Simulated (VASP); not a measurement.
# CoSi2 (Fm-3m) in VASP: settings compared

The runs below take CoSi2 through atomic charges, electron localisation function, relaxation of cell and atoms, single point, with PBEsol, PBE+D3(BJ), PBE.

Program: VASP 6.6.1. These are calculated values, not measurements. Logs are shortened: lines on timing, memory, paths and dates and some standing lists are left out, and cuts for length are marked.

## Step 1: Starting point

The structure is cubic, space group Fm-3m (No. 225). The conventional cell has a = 5.356 Å, b = 5.356 Å, c = 5.356 Å, α = 90.00°, β = 90.00°, γ = 90.00°. Co (site symmetry m-3m) is surrounded by 8 Si at 2.32 Å. Si (site symmetry -43m) is surrounded by 4 Co at 2.32 Å.

## Step 2: Atomic charges, PBEsol, collinear spin, ferromagnetic start

The input, INCAR:

```
ALGO = Fast
EDIFF = 1E-7
ENCUT = 520
GGA = PS
ISIF = 2
ISMEAR = 0
ISPIN = 2
LASPH = True
LCHARG = True
LELF = True
LMAXMIX = 4
LORBIT = 11
LREAL = False
LVHAR = True
LWAVE = False
MAGMOM = 2 0 0
NELM = 100
PREC = Accurate
SIGMA = 0.02
```

The input, KPOINTS:

```
k-points
0
Gamma
  9 9 9
```

The input, POSCAR:

```
CoSi2
1.0
    0.0000000000      2.6780000000      2.6780000000
    2.6780000000      0.0000000000      2.6780000000
    2.6780000000      2.6780000000      0.0000000000
Co Si
1 2
Direct
    0.0000000000      0.0000000000      0.0000000000
    0.7500000000      0.7500000000      0.7500000000
    0.2500000000      0.2500000000      0.2500000000
```

Potentials or basis: VASP PAW PBE potentials, release 64 (Co, Si).

Launch:

```
$ cat potpaw_PBE.64/Co/POTCAR potpaw_PBE.64/Si/POTCAR > POTCAR
$ mpirun -np 1 vasp_std > vasp.out
```

OUTCAR:

```text
EDIFF = 1E-7
   ENCUT = 520
   GGA = PS
   ISIF = 2
   ISMEAR = 0
   ISPIN = 2
   LASPH = True
   LORBIT = 11
   LREAL = False
   NELM = 100
   PREC = Accurate

 ion  position               nearest neighbor table
   1  0.000  0.000  0.000-   2 2.32   3 2.32   2 2.32   2 2.32   3 2.32   2 2.32   3 2.32   3 2.32

   2  0.750  0.750  0.750-   1 2.32   1 2.32   1 2.32   1 2.32   3 2.68   3 2.68   3 2.68   3 2.68
                             3 2.68   3 2.68
   3  0.250  0.250  0.250-   1 2.32   1 2.32   1 2.32   1 2.32   2 2.68   2 2.68   2 2.68   2 2.68
                             2 2.68   2 2.68

  LATTYP: Found a face centered cubic cell.
 ALAT       =     5.3560000000

  Lattice vectors:

 A1 = (   0.0000000000,   2.6780000000,   2.6780000000)
 A2 = (   2.6780000000,   0.0000000000,   2.6780000000)
 A3 = (   2.6780000000,   2.6780000000,   0.0000000000)

Analysis of symmetry for initial positions (statically):
=====================================================================
 Subroutine PRICEL returns:
 Original cell was already a primitive cell.

 Routine SETGRP: Setting up the symmetry group for a
 face centered cubic supercell.

 Subroutine GETGRP returns: Found 48 space group operations
 (whereof 48 operations were pure point group operations)
 out of a pool of 48 trial point group operations.

The static configuration has the point symmetry O_h .

Analysis of symmetry for dynamics (positions and initial velocities):
=====================================================================
 Subroutine PRICEL returns:
 Original cell was already a primitive cell.

 Routine SETGRP: Setting up the symmetry group for a
 face centered cubic supercell.

 Subroutine GETGRP returns: Found 48 space group operations
 (whereof 48 operations were pure point group operations)
 out of a pool of 48 trial point group operations.

The dynamic configuration has the point symmetry O_h .

Analysis of structural, dynamic, and magnetic symmetry:
=====================================================================
 Subroutine PRICEL returns:
 Original cell was already a primitive cell.

 Routine SETGRP: Setting up the symmetry group for a
 face centered cubic supercell.

 Subroutine GETGRP returns: Found 48 space group operations
 (whereof 48 operations were pure point group operations)
 out of a pool of 48 trial point group operations.

The overall configuration has the point symmetry O_h .

 Subroutine INISYM returns: Found 48 space group operations
 (whereof 48 operations are pure point group operations),
 and found     1 'primitive' translations

----------------------------------------------------------------------------------------

                                     Primitive cell

  volume of cell :      38.4115

  direct lattice vectors                    reciprocal lattice vectors
     0.000000000  2.678000000  2.678000000    -0.186706497  0.186706497  0.186706497
     2.678000000  0.000000000  2.678000000     0.186706497 -0.186706497  0.186706497
     2.678000000  2.678000000  0.000000000     0.186706497  0.186706497 -0.186706497

  length of vectors
     3.787263920  3.787263920  3.787263920     0.323385140  0.323385140  0.323385140

  position of ions in fractional coordinates (direct lattice)
     0.000000000  0.000000000  0.000000000
     0.750000000  0.750000000  0.750000000
     0.250000000  0.250000000  0.250000000

  ion indices of the primitive-cell ions
   primitive index   ion index
                 1           1
                 2           2
                 3           3

----------------------------------------------------------------------------------------

 KPOINTS: k-points

Automatic generation of k-mesh.
 Grid dimensions read from file:
 generate k-points for:    9    9    9

 Generating k-lattice:

  Cartesian coordinates                     Fractional coordinates (reciprocal lattice)
    -0.020745166  0.020745166  0.020745166     0.111111111  0.000000000  0.000000000
     0.020745166 -0.020745166  0.020745166     0.000000000  0.111111111  0.000000000
     0.020745166  0.020745166 -0.020745166     0.000000000  0.000000000  0.111111111

  Length of vectors
     0.035931682  0.035931682  0.035931682

  Shift w.r.t. Gamma in fractional coordinates (k-lattice)
     0.000000000  0.000000000  0.000000000
[... 48 lines left out ...]
   LASPH  =      T    aspherical Exc in radial PAW
   ENCUT  =  520.0 eV  38.22 Ry    6.18 a.u.   7.04  7.04  7.04*2*pi/ulx,y,z
   NELM   =    100;   NELMIN=  2; NELMDL= -5     # of ELM steps
   EDIFF  = 0.1E-06   stopping-criterion for ELM
   LREAL  =      F    real-space projection
   EDIFFG = 0.1E-05   stopping-criterion for IOM
   NSW    =      0    number of steps for IOM
   IBRION =     -1    ionic relax: 0-MD 1-quasi-New 2-CG
   NFREE  =      0    steps in history (QN), initial steepest desc. (CG)
   ISIF   =      2    stress and relaxation
   ISYM   =      2    0-nonsym 1-usesym 2-fastsym
   POTIM  = 0.5000    time-step for ionic-motion
   TEBEG  =    0.0;   TEEND  =   0.0 temperature during run
   PSTRESS=    0.0 pullay stress
   NELECT =      17.0000    total number of electrons
   NUPDOWN=      -1.0000    fix difference up-down
   EMIN   =  10.00;   EMAX   =-10.00  energy-range for DOS
   EFERMI =   0.00;   METHOD = LEGACY
   ISMEAR =     0;   SIGMA  =   0.02  broadening in eV -4-tet -1-fermi 0-gaus
   EFERMI_NEDOS =   21; number of points for ismear=-14 and -15
   IALGO  =     68    algorithm
   IMIX   =      4    mixing-type and parameters
     AMIX     =   0.40;   BMIX     =  1.00
     AMIX_MAG =   1.60;   BMIX_MAG =  1.00
  volume/ion in A,a.u.               =      12.80        86.40
  Fermi-wavevector in a.u.,A,eV,Ry     =   1.247586  2.357596 21.177078  1.556471
  Thomas-Fermi vector in A             =   2.381712
   LORBIT       =     11    0 simple, 1 ext, 2 COOP (PROOUT), +10 PAW based schemes
   GGA     = PS    functional components
   LHFCALC =     F    Hartree Fock is set to
   AEXX    =    0.0000 exact exchange contribution
   IVDW    =     0    specifies the selected vdW correction
   LEPSILON=     F    determine dielectric tensor
   LRPA    =     F    only Hartree local field effects (RPA)
 spin polarized calculation
 RMM-DIIS sequential band-by-band and
 Gauss-broadening in eV      SIGMA  =   0.02
  energy-cutoff  :      520.00
  volume of cell :       38.41
 maximum number of plane-waves:      1044
   NGX = 15   NGY = 15   NGZ = 15

 number of electron      16.9999995 magnetization      -0.0000132

 number of electron      16.9999995 magnetization       0.0001521

 Free energy of the ion-electron system (eV)
  ---------------------------------------------------
  ext. energy  EPLUGINS =         0.00000000
  ---------------------------------------------------
  free energy    TOTEN  =       -20.96405027 eV

  energy without entropy =      -20.96375488  energy(sigma->0) =      -20.96390257

 E-fermi :   9.9549     XC(G=0): -11.8553

 val. band max:        9.9446084493   @ k =  -0.2222   0.1111   0.0000
 cond. band min:       9.9926337742   @ k =   0.3333   0.1111   0.0000
 fundamental gap:      0.0480253249
 Fermi energy:         9.9548858456

 spin component 1

 k-point     1 :       0.0000    0.0000    0.0000
  band No.  band energies     occupation
      1      -3.1225      1.00000
      2       5.9201      1.00000
      3       5.9201      1.00000
      4       5.9201      1.00000
      5       8.1011      1.00000
      6       8.1011      1.00000
      7      10.7862      0.00000
      8      13.4247      0.00000
      9      13.4247      0.00000
     10      13.4247      0.00000
     11      13.4294      0.00000
     12      13.4294      0.00000
     13      13.4294      0.00000
[... 356 lines left out ...]
      2       3.2903      1.00000
      3       3.6282      1.00000
      4       6.3101      1.00000
      5       6.3101      1.00000
      6       8.1362      1.00000
      7       8.1362      1.00000
      8       8.1437      1.00000
      9       8.6594      1.00000
     10      11.5778      0.00000
     11      12.8870      0.00000
     12      18.5690      0.00000
     13      19.2733      0.00000

 [... further k-points ...]

 spin component 2

 k-point     1 :       0.0000    0.0000    0.0000
  band No.  band energies     occupation
      1      -3.1224      1.00000
      2       5.9202      1.00000
      3       5.9202      1.00000
      4       5.9202      1.00000
      5       8.1011      1.00000
      6       8.1011      1.00000
      7      10.7862      0.00000
      8      13.4247      0.00000
      9      13.4247      0.00000
     10      13.4247      0.00000
     11      13.4294      0.00000
     12      13.4294      0.00000
     13      13.4294      0.00000
[... 356 lines left out ...]
      2       3.2903      1.00000
      3       3.6282      1.00000
      4       6.3101      1.00000
      5       6.3101      1.00000
      6       8.1363      1.00000
      7       8.1363      1.00000
      8       8.1438      1.00000
      9       8.6594      1.00000
     10      11.5779      0.00000
     11      12.8871      0.00000
     12      18.5704      0.00000
     13      19.2733      0.00000

 [... further k-points ...]

------------------------ aborting loop because EDIFF is reached ----------------------------------------

  FORCE on cell =-STRESS in cart. coord.  units (eV):
  Direction    XX          YY          ZZ          XY          YZ          ZX
  --------------------------------------------------------------------------------------
  -------------------------------------------------------------------------------------
  Total       -1.0370908     -1.0370908     -1.0370908     -0.0000000     -0.0000000      0.0000000
  in kB      -43.2579210    -43.2579210    -43.2579210     -0.0000000     -0.0000000      0.0000000
  external PRESSURE =     -43.2579210 kB  Pullay stress =       0.0000000 kB

 VOLUME and BASIS-vectors are now :
 -----------------------------------------------------------------------------
  energy-cutoff  :      520.00
  volume of cell :       38.41
      direct lattice vectors                 reciprocal lattice vectors
     0.000000000  2.678000000  2.678000000    -0.186706497  0.186706497  0.186706497
     2.678000000  0.000000000  2.678000000     0.186706497 -0.186706497  0.186706497
     2.678000000  2.678000000  0.000000000     0.186706497  0.186706497 -0.186706497

 POSITION                                       TOTAL-FORCE (eV/Angst)
 -----------------------------------------------------------------------------------
      0.00000      0.00000      0.00000         0.000000      0.000000     -0.000000
      4.01700      4.01700      4.01700        -0.000000     -0.000000     -0.000000
      1.33900      1.33900      1.33900         0.000000      0.000000      0.000000
 -----------------------------------------------------------------------------------
    total drift:                               -0.000000     -0.000000      0.000000

  FREE ENERGIE OF THE ION-ELECTRON SYSTEM (eV)
  ---------------------------------------------------
  free  energy   TOTEN  =       -20.9640502659 eV

  energy  without entropy=      -20.9637548785  energy(sigma->0) =      -20.96390257

 total charge

# of ion       s       p       d       tot
------------------------------------------
    1        0.543   0.720   7.604   8.867
    2        0.718   0.870   0.000   1.588
    3        0.718   0.870   0.000   1.588
--------------------------------------------------
tot          1.979   2.460   7.604  12.043

 magnetization (x)

# of ion       s       p       d       tot
------------------------------------------
    1       -0.000   0.000   0.000   0.000
    2        0.000   0.000   0.000   0.000
    3        0.000   0.000   0.000   0.000
--------------------------------------------------
tot          0.000   0.000   0.000   0.000
```

Run time: 25 s. Hardware: 1 thread of Intel Xeon 6975P-C (Granite Rapids), shared host; peak memory 0.18 GiB.

What came out:

```
Free energy                                           : -20.9641 eV
Pressure                                              : -4.3 GPa
Band gap on the k mesh                                : none (metal or under the smearing width)
Net moment                                            : 0.00 μB per cell
Valence electrons inside the program's atomic spheres : Co 8.87; Si 1.59
```

Levels at points of the mesh, in eV from the Fermi level:
Spin up:
```
           k point  band 6  band 7  band 8  band 9  band 10  band 11  band 12  band 13
(0.00, 0.00, 0.00)   -1.85    0.83    3.47    3.47     3.47     3.47     3.47     3.47
```
Spin down:
```csv
k point,band 5,band 6,band 7,band 8,band 9,band 10,band 11,band 12,band 13
"(0.00, 0.00, 0.00)",-1.85,-1.85,0.83,3.47,3.47,3.47,3.47,3.47,3.47
```

Caveat: the starting moments collapsed, and a magnetic state may lie lower; the PAW data sets were made with another functional, which shifts forces and pressure a little.

## Step 3: Electron localisation function, PBEsol, collinear spin, ferromagnetic start

The input, INCAR:

```
SYSTEM = CoSi2
ALGO = Normal
EDIFF = 1E-6
ENCUT = 520
GGA = PS
ISIF = 2
ISMEAR = 0
ISPIN = 2
LASPH = .True.
LCHARG = .True.
LELF = .True.
LMAXMIX = 4
LORBIT = 11
LREAL = .False.
LWAVE = .False.
MAGMOM = 2 0 0
NELM = 150
PREC = Accurate
SIGMA = 0.02
```

The input, KPOINTS:

```
k-points
0
Gamma
  9 9 9
  0 0 0
```

POSCAR is that of step 2.

Potentials or basis: VASP PAW PBE potentials, release 64 (Co, Si).

Launch:

```
$ cat potpaw_PBE.64/Co/POTCAR potpaw_PBE.64/Si/POTCAR > POTCAR
$ mpirun -np 1 vasp_std > vasp.out
```

Wall time 20 s (1 thread of Intel Xeon 6975P-C (Granite Rapids), shared host); peak memory 0.18 GiB.

The run converged. Its results:

* Free energy: -20.9641 eV
* Pressure: -4.3 GPa
* Band gap on the k mesh: none (metal or under the smearing width)
* Net moment: 0.00 μB per cell
* Valence electrons inside the program's atomic spheres: Co 8.87; Si 1.59

Levels at points of the mesh, in eV from the Fermi level:
Spin up:
```csv
k point,band 7,band 8,band 9,band 10,band 11,band 12
"(0.00, 0.00, 0.00)",0.83,3.47,3.47,3.47,3.47,3.47
```
Spin down:
```csv
k point,band 6,band 7,band 8,band 9,band 10,band 11,band 12,band 13
"(0.00, 0.00, 0.00)",-1.85,0.83,3.47,3.47,3.47,3.47,3.47,3.47
```

Caveat: the starting moments collapsed, and a magnetic state may lie lower; the PAW data sets were made with another functional, which shifts forces and pressure a little.

[end of part 1 of 2]
